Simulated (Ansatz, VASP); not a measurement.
# Ti3AlC2: VASP beside Ansatz

Aim: how closely do two programs agree when they are given the same cell, functional and k mesh? The cell is taken from a series of runs on this material, whose earlier steps may have relaxed, scaled, displaced or heated it; both programs get it as it stands.

Main program and level: Ansatz 0.2.0; plane waves, with VASP 6.6.1 beside it; single point at r2SCAN.

## (1) Set-up

Symmetry: P6_3/mmc, No. 194, hexagonal system. The conventional cell has a = 3.069 Å, b = 3.069 Å, c = 18.632 Å, α = 90.00°, β = 90.00°, γ = 120.00°. Nearest to Ti lie 3 C at 2.07 Å and 3 Al at 2.90 Å. Nearest to Ti lie 6 C at 2.19 Å. Nearest to Al lie 6 Ti at 2.90 Å and 6 Al at 3.07 Å. Nearest to C lie 6 Ti at 2.07 to 2.19 Å. Farther neighbours are not listed.

Coordinates:

```cif
data_structure
_symmetry_space_group_name_H-M 'P6_3/mmc'
_symmetry_Int_Tables_number 194
_cell_length_a 3.0692
_cell_length_b 3.0692
_cell_length_c 18.6319
_cell_angle_alpha 90.000
_cell_angle_beta 90.000
_cell_angle_gamma 120.000
_cell_volume 151.99
loop_
_atom_site_label
_atom_site_type_symbol
_atom_site_symmetry_multiplicity
_atom_site_Wyckoff_symbol
_atom_site_fract_x
_atom_site_fract_y
_atom_site_fract_z
_atom_site_occupancy
Ti1 Ti 4 f 0.66667 0.33333 0.37290 1
Ti2 Ti 2 a 0.00000 0.00000 0.50000 1
Al1 Al 2 b 0.00000 0.00000 0.75000 1
C1 C 4 f 0.33333 0.66667 0.43056 1
```

## (2) Ansatz: single point, r2SCAN

Ansatz runs on its default PAW (the set named soft_2) files.

With cell and atoms fixed, the geometry can't cause a difference; cores, projectors, grids and the points listed under the comparison can.

input.yaml

```yaml
crystal:
  lattice:
    - [3.0691595862, 0.0, 0.0]
    - [-1.5345797931, 2.6579701699, 0.0]
    - [0.0, 0.0, 18.6318961964]
  atoms:
    - { symbol: Ti, position: [0.6666666667, 0.3333333333, 0.3729031437] }
    - { symbol: Ti, position: [0.3333333333, 0.6666666667, 0.8729031437] }
    - { symbol: Ti, position: [0.3333333333, 0.6666666667, 0.6270968563] }
    - { symbol: Ti, position: [0.6666666667, 0.3333333333, 0.1270968563] }
    - { symbol: Ti, position: [0.0, 0.0, 0.5] }
    - { symbol: Ti, position: [0.0, 0.0, 0.0] }
    - { symbol: Al, position: [0.0, 0.0, 0.75] }
    - { symbol: Al, position: [0.0, 0.0, 0.25] }
    - { symbol: C, position: [0.3333333333, 0.6666666667, 0.4305607572] }
    - { symbol: C, position: [0.6666666667, 0.3333333333, 0.9305607572] }
    - { symbol: C, position: [0.3333333333, 0.6666666667, 0.0694392428] }
    - { symbol: C, position: [0.6666666667, 0.3333333333, 0.5694392428] }
kpoints:
  mp_grid: { grid: [12, 12, 2] }
hamiltonian:
  xc: r2scan
scf:
  occupations: { method: gaussian, width: 0.1 }
  n_extra_bands: 24
output:
  forces: true
  stress: true
  eigenvalues: true
  dos: { de: 0.005, nscf_kmesh: { grid: [24, 24, 4] } }
```

On the command line:

```console
$ ansatz run input.yaml --threads 4 --pin off --max-ram 16384MiB --backend cpu --events-out ev --progress --plain --runs-dir out
```

Numbers of over 12 decimals in the logs are rounded to 6 here.

Output:

```text
scf.n_extra_bands = 24 over 47 filled bands (N_el = 94.0): the run solves 71 bands
Engine: ansatz 0.2.0, x86_64-unknown-linux-gnu
Pseudopotentials: kind: paw
Pseudopotential: Ti, paw, valence charge 12, recommended cutoff 500 eV (meta_gga), Ti.paw.azcp
Pseudopotential: Al, paw, valence charge 3, recommended cutoff 500 eV (meta_gga), Al.paw.azcp
Pseudopotential: C, paw, valence charge 4, recommended cutoff 500 eV (meta_gga), C.paw.azcp
Functional definition: r2SCAN
  parameter k0 = 0.174
  parameter k1 = 0.065
  parameter a1 = 4.9479
  exchange = r2scan_x(k0 = k0, k1 = k1, a1 = a1)
  correlation = r2scan_c
Crystal: 12 atoms, lattice volume = 151.994 Å³
Basis set: ecut = 500 eV, 3895 PW (Γ), exchange–correlation on 96×96×576 points (64 copies of the dense FFT grid, shifted against one another)
Bands: 71, of which v1, the nominal top of the filled ones, is band 47 counted from 1 (46 counted from 0)
Symmetry: 24 space group operations
Space group: P63/mmc (ITA 194), of the structure as read, at distance tolerance 5.3e-5 Å
k-points: 38 of 288
Non-local potential: Ti, projectors of the file, l = 0: 3, l = 1: 2, l = 2: 3, l = 3: 1
Non-local potential: Al, projectors of the file, l = 0: 2, l = 1: 2, l = 2: 1
Non-local potential: C, projectors of the file, l = 0: 2, l = 1: 2, l = 2: 1
PAW form: soft (Blöchl's): semilocal exchange-correlation on the pseudo side does not see the compensation charge
PAW frozen core: Ti, regenerated for the run's functional (the file was generated under x = pbe(κ = 0.804, μ = 0.219515), c = pbe(β = 0.066725))
PAW frozen core: Al, regenerated for the run's functional (the file was generated under x = pbe(κ = 0.804, μ = 0.219515), c = pbe(β = 0.066725))
PAW frozen core: C, regenerated for the run's functional (the file was generated under x = pbe(κ = 0.804, μ = 0.219515), c = pbe(β = 0.066725))
PAW one-centre angular grid: Ti, 590 points (default); XC on 160 Gauss nodes
PAW one-centre angular grid: Al, 302 points (default); XC on 160 Gauss nodes
PAW one-centre angular grid: C, 302 points (default); XC on 239 of its mesh's 2573 points in the sphere
Initial density: superposition of atomic densities (neutral atoms: chi_scale 0, normalization atom), corrected by the library's trained network
Initial wavefunctions: pseudopotential atomic-orbital guess
Functional: x = r2scan, c = r2scan; τ floored in thin density (d = 2e-4 eV/Å³)
SCF iter   1: F=—  HF=-17124.193610 eV  |F-HF|=—  |Δ(HF+E_count)|=         —  Δρ=1.64e-2  dr2=5.11e-1  dr2_τ=6.45e-1  ethr=1.77e-3  ⟨swp⟩=5.1  Hψ=10608  notcnv=0  defer=161
preconditioner: auto → Kerker (q_TF=auto, 2.518 Å⁻¹)  [metal: Δε(μ)=0.036 eV  Ē_g=7.653 eV  σ=0.100 eV  W_gap=0.20  n_scr=44 (ndim 8)  ℏωp=20.4 eV  f_vac=0.000  D(μ)=3.52/eV (n_scr^D=12)]
SCF iter   2: F=—  HF=-17124.405477 eV  |F-HF|=—  |Δ(HF+E_count)|=   2.12e-1  Δρ=4.50e-3  dr2=3.23e-2  dr2_τ=9.00e-3  ethr=5.44e-4  ⟨swp⟩=2.6  Hψ=4751  notcnv=0  defer=684
SCF iter   3: F=—  HF=-17124.411379 eV  |F-HF|=—  |Δ(HF+E_count)|=   5.90e-3  Δρ=2.66e-3  dr2=1.27e-2  dr2_τ=5.16e-4  ethr=3.44e-5  ⟨swp⟩=1.0  Hψ=2015  notcnv=0  defer=684
SCF iter   4: F=—  HF=-17124.414463 eV  |F-HF|=—  |Δ(HF+E_count)|=   3.08e-3  Δρ=5.55e-4  dr2=1.93e-3  dr2_τ=3.74e-5  ethr=1.35e-5  ⟨swp⟩=2.8  Hψ=3437  notcnv=0  defer=684
SCF iter   5: F=—  HF=-17124.414413 eV  |F-HF|=—  |Δ(HF+E_count)|=   5.03e-5  Δρ=3.70e-4  dr2=3.18e-4  dr2_τ=1.75e-5  ethr=2.05e-6  ⟨swp⟩=2.0  Hψ=2545  notcnv=0  defer=684
SCF iter   6: F=—  HF=-17124.414384 eV  |F-HF|=—  |Δ(HF+E_count)|=   2.89e-5  Δρ=1.35e-4  dr2=6.54e-5  dr2_τ=1.74e-6  ethr=3.38e-7  ⟨swp⟩=2.1  Hψ=2818  notcnv=0  defer=684
SCF iter   7: F=—  HF=-17124.414364 eV  |F-HF|=—  |Δ(HF+E_count)|=   2.02e-5  Δρ=4.23e-5  dr2=6.93e-6  dr2_τ=2.43e-7  ethr=6.96e-8  ⟨swp⟩=1.9  Hψ=2750  notcnv=0  defer=684
SCF iter   8: F=-17124.414365 eV  HF=-17124.414365 eV  |F-HF|=2.53e-8  |Δ(HF+E_count)|=   5.10e-7  Δρ=7.16e-6  dr2=6.30e-8  dr2_τ=2.43e-9  ethr=1.06e-10  ⟨swp⟩=9.4  Hψ=13292  notcnv=0
SCF 1 converged in 8 iterations: F = -17124.414365 eV  dr2 = 6.30e-8
  greatest PAW one-centre occupation: 1.001 electrons in one spin orbital (limit 2), on the Ti atom at site 5 (counted from 0), in its partial waves of l = 1
NSCF: frozen V_eff on 183 k-points
SCF converged after 8 iterations
Free energy (F): -17124.414365 eV
Harris-Foulkes:  -17124.414365 eV  (|F-HF|=2.53e-8)
Internal energy: -17124.395546 eV  (E = F + TS)
E sigma→0 (E₀):  -17124.404955 eV
Entropy (-TS):   -0.018819 eV (-1.568 meV/atom)
Fermi energy:    12.437541 eV
--- Per-component energies (eV) ---
  E_band       = -970.048401
  E_kinetic    = 2045.404548
  E_local      = -8772.340119  (includes V_loc(G=0)·N_el)
  E_nonlocal   = 157.767115
  E_hartree    = 3883.265211
  E_xc         = -829.338239
  E_vxc        = -1132.277519  (∫ρ·V_xc dr)
  E_paw        = -7684.719743  (= ΣΔE_a)
  E_vpaw       = -1105.911111  (= ΣTr[D̂ρ^β])
  E_aug_tail   = 0.000554  (compensation charges beyond the density's cutoff)
  E_vtau       = 70.777541  (kinetic-family band-sum trace: ∫τ·v_τ [+ j·A + Jᵃ·Aᵃ] dr)
  E_ewald      = -5922.694818
  E_core_change = -1.740054  (= ΣΔE_core)
  E_smearing   = -0.018819  (= −TS)
  E_closure    = -0.000000  (closes the sum)
  Σ components = -17124.414365   (vs F -17124.414365, Δ=0.00e0)
--- Forces (eV/Å), atoms counted from 1 ---
  atom   1  Ti     0.00000000     0.00000000    -0.00189244
  atom   2  Ti     0.00000000    -0.00000000    -0.00189244
  atom   3  Ti     0.00000000    -0.00000000     0.00189244
  atom   4  Ti     0.00000000     0.00000000     0.00189244
  atom   5  Ti     0.00000000    -0.00000000     0.00000000
  atom   6  Ti    -0.00000000    -0.00000000     0.00000000
  atom   7  Al     0.00000000     0.00000000     0.00000000
  atom   8  Al     0.00000000    -0.00000000     0.00000000
  atom   9  C     -0.00000000    -0.00000000     0.00440512
  atom  10  C      0.00000000     0.00000000     0.00440512
  atom  11  C      0.00000000    -0.00000000    -0.00440512
  atom  12  C     -0.00000000     0.00000000    -0.00440512
  max |Σ_I F_I| component: 2.79e-16 eV/Å
--- Stress (GPa, compression-positive) ---
       -0.011718      -0.000000       0.000000
        0.000000      -0.011718       0.000000
        0.000000       0.000000      -0.011333
  P = ⅓ Tr σ = -0.0116 GPa (-0.116 kbar)
--- Band table (eV; the first three rows and the last of 38) ---
  k-point 0: bands = [... 43 lower, 11.2190, 13.1361, 13.2740, 13.2748, 13.2748, 13.2839, 13.2839, 14.1939, ... 20 higher]
  k-point 1: bands = [... 43 lower, 10.9017, 13.2104, 13.2104, 13.2793, 13.2793, 13.2793, 13.2793, 14.2038, ... 20 higher]
  k-point 2: bands = [... 43 lower, 11.2233, 13.0428, 13.0719, 13.1398, 13.3350, 13.3678, 13.3802, 13.8497, ... 20 higher]
  k-point 37: bands = [... 43 lower, 10.9076, 11.1194, 11.1194, 11.5347, 11.5347, 12.8313, 12.8313, 14.4964, ... 20 higher]
```

The column dr2 measures how far the density is from self-consistency, as an energy; F and HF (Harris–Foulkes) agree once it is small.

## (3) VASP: single point, r2SCAN

The same cell, functional, mesh and smearing now go to VASP, with its own data sets.

Lines of VASP's logs that name or quote its potential files are left out, and so is its time.

INCAR

```
SYSTEM = Ti3AlC2
PREC = Accurate
ENCUT = 660
EDIFF = 1E-06
NELM = 120
ISMEAR = 0
SIGMA = 0.1
LREAL = .FALSE.
ALGO = Normal
METAGGA = R2SCAN
LASPH = .TRUE.
NBANDS = 59
LORBIT = 11
LWAVE = .FALSE.
LCHARG = .FALSE.
ISIF = 2
GGA_COMPAT = .FALSE.
LMIXTAU = .TRUE.
KPAR = 2
```

POSCAR

```
Ti3AlC2
1.0
    3.0691595862      0.0000000000      0.0000000000
   -1.5345797931      2.6579701699      0.0000000000
    0.0000000000      0.0000000000     18.6318961964
Ti Al C
6 2 4
Direct
    0.6666666667      0.3333333333      0.3729031437
    0.3333333333      0.6666666667      0.8729031437
    0.3333333333      0.6666666667      0.6270968563
    0.6666666667      0.3333333333      0.1270968563
    0.0000000000      0.0000000000      0.5000000000
    0.0000000000      0.0000000000      0.0000000000
    0.0000000000      0.0000000000      0.7500000000
    0.0000000000      0.0000000000      0.2500000000
    0.3333333333      0.6666666667      0.4305607572
    0.6666666667      0.3333333333      0.9305607572
    0.3333333333      0.6666666667      0.0694392428
    0.6666666667      0.3333333333      0.5694392428
```

KPOINTS

```
Automatic mesh
0
Gamma
12 12 2
0 0 0
```

The projector-augmented-wave data sets are Ti_sv, Al and C (PBE family, release 64).

On the command line:

```console
$ mpirun -np 2 vasp_std
```

Output:

```text
[banner, memory and clock lines left out]
running    2 mpi-ranks, on    1 nodes
 distrk:  each k-point on    1 cores,    2 groups
 distr:  one band on    1 cores,    1 groups

 POSCAR found type information on POSCAR TiAlC
 POSCAR found :  3 types and      12 ions
|                                                                             |
|               ----> ADVICE to this user running VASP <----                  |
|                                                                             |
|     You enforced a specific xc type in the INCAR file but a different       |
|     [... a line on the potential file left out ...]
|     I HOPE YOU KNOW WHAT YOU ARE DOING!                                     |
|                                                                             |

 LDA part: xc-table for (None), standard interpolation
 POSCAR, INCAR and KPOINTS ok, starting setup
 FFT: planning ... GRIDC
 FFT: planning ... GRID_SOFT
 FFT: planning ... GRID
 WAVECAR not read
 entering main loop
       N       E                     dE             d eps       ncg     rms          rms(c)
DAV:   1     0.141633431631E+04    0.14163E+04   -0.52675E+04  4484   0.225E+03
DAV:   2     0.573508267943E+02   -0.13590E+04   -0.13223E+04  4484   0.669E+02
DAV:   3    -0.161116972717E+03   -0.21847E+03   -0.21065E+03  6557   0.222E+02
DAV:   4    -0.187498081179E+03   -0.26381E+02   -0.26223E+02  6440   0.715E+01
DAV:   5    -0.189456354351E+03   -0.19583E+01   -0.19563E+01  7104   0.173E+01    0.427E+01
DAV:   6    -0.156183558597E+03    0.33273E+02   -0.19179E+02  5778   0.829E+01    0.129E+01
DAV:   7    -0.149076644707E+03    0.71069E+01   -0.29364E+01  6592   0.291E+01    0.906E+00
DAV:   8    -0.151941476798E+03   -0.28648E+01   -0.98688E+00  6370   0.168E+01    0.547E+00
DAV:   9    -0.148886265561E+03    0.30552E+01   -0.15263E+00  6421   0.813E+00    0.194E+00
DAV:  10    -0.143794372481E+03    0.50919E+01   -0.77250E-01  5583   0.691E+00    0.144E+00
DAV:  11    -0.144630577990E+03   -0.83621E+00   -0.23671E-01  5434   0.335E+00    0.959E-01
DAV:  12    -0.142972032366E+03    0.16585E+01   -0.36431E-01  4911   0.499E+00    0.532E-01
DAV:  13    -0.142572760878E+03    0.39927E+00   -0.69835E-02  5578   0.194E+00    0.385E-01
DAV:  14    -0.142426940882E+03    0.14582E+00   -0.20371E-02  5756   0.111E+00    0.311E-01
[...]
DAV:  31    -0.141607639650E+03   -0.10642E-04   -0.14769E-04  5690   0.530E-02    0.725E-02
DAV:  32    -0.141607643466E+03   -0.38165E-05   -0.10838E-04  6332   0.392E-02    0.472E-02
DAV:  33    -0.141607630990E+03    0.12476E-04   -0.75309E-05  5010   0.407E-02    0.399E-02
DAV:  34    -0.141607624785E+03    0.62047E-05   -0.22150E-05  4471   0.249E-02    0.349E-02
DAV:  35    -0.141607615323E+03    0.94625E-05   -0.90346E-06  4730   0.150E-02    0.281E-02
DAV:  36    -0.141607627241E+03   -0.11919E-04   -0.39377E-06  3944   0.116E-02    0.256E-02
DAV:  37    -0.141607633312E+03   -0.60707E-05   -0.71207E-06  4338   0.150E-02    0.177E-02
DAV:  38    -0.141607634121E+03   -0.80866E-06   -0.54266E-06  4473   0.907E-03
   1 F= -.14160763E+03 E0= -.14159832E+03  d E =-.186249E-01
```

(Part 1 of 2 ends here.)

[Lines on the potential files, build, host, timing and source positions are cut from VASP's logs without a mark.]

[Logs are printed without paths, hosts, clocks, repeated set-up lines and the standing remarks that a program may print on its own settings, such as how far it seeks lower states.]

[Hosts, paths, dates, database ids (printed as entryN), source tags and the programs' standing remarks are cut or masked in the printed files.]
